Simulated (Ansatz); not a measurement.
C: what symmetry allows forces and stress to be

```
C
1.0
     0.00000    1.78340    1.78340
     1.78340    0.00000    1.78340
     1.78340    1.78340    0.00000
C
2
Direct
  0.47477 0.52523 0.52523
  0.75000 0.75000 0.75000
```

Theory: DFT PBE, scalar-relativistic, plane waves, PAW in Ansatz 0.2.0.

Settings: cutoff 420 eV, Γ-centred mesh 12×12×12 on the computed 2-atom cell, Gaussian smearing of 0.02 eV; no spin polarisation.

This distorted cell has space group Imma, with 8 operations.

**Question.** Without a calculation: in which directions can each atom feel a force?

**Answer.** A force must be left unchanged by every operation that keeps its atom in place, so it lies in the space that those operations leave fixed. Atoms that the group maps onto each other feel forces of one size.
```
atom site symmetry operations at the site equivalent to atom allowed force (Cartesian)
  C1            mm2                       4                   1   along (1.00, 0.00, 0.00)
  C2            mm2                       4                   1   along (1.00, 0.00, 0.00)
```

That leaves 1 independent force component of 6. A relaxation in this cell that keeps the symmetry moves the atoms in these directions alone.

**Question.** And the stress tensor?

**Answer.** It must be invariant under the point group, which leaves 3 independent components: xz, xy vanish; yy = zz.

**Question.** Do the computed values obey this?

**Answer.** Yes. Forces (eV/Å):
```
C1  -3.275  0.000  0.000
C2   3.275  0.000  0.000
```

Stress (GPa, compression positive, xx yy zz yz xz xy): 3.31 5.20 5.20 3.73 0.00 0.00. The program imposes the same operations on density, forces and stress, so this confirms the analysis and is no independent test of the calculation.